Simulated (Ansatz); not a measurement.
Inside the gap of an insulator the Bloch states are evanescent, with a wavenumber k + iκ along the transport direction.

Data:

```
GeO2
1.0
    4.98695     0.00000     0.00000
    0.00000     5.67480     0.00000
    2.49348     0.00000     4.31883
Ge O
3 6
Direct
  0.44935   0.00000   0.55065
  0.00000   0.66667   0.44935
  0.55065   0.33333   0.00000
  0.60440   0.24400   0.30465
  0.09095   0.91067   0.60440
  0.30465   0.57733   0.09095
  0.69535   0.75600   0.39560
  0.39560   0.08933   0.90905
  0.90905   0.42267   0.69535
```

The cell is taken as given; by r2SCAN it stands under a pressure of -0.7 GPa.

Transport runs along the normal of the first two printed cell vectors, the (100) plane of the conventional cell.

No gap correction and no spin-orbit coupling; mid-gap is the computed energy nearest the middle.

Task: State the band gap and the smallest decay constant κ at mid-gap according to r2SCAN in Ansatz (an electronic-structure program).

Result: Gap 4.17 eV on a 8×6×8 mesh; κ = 0.353 1/Å, at the zone centre.
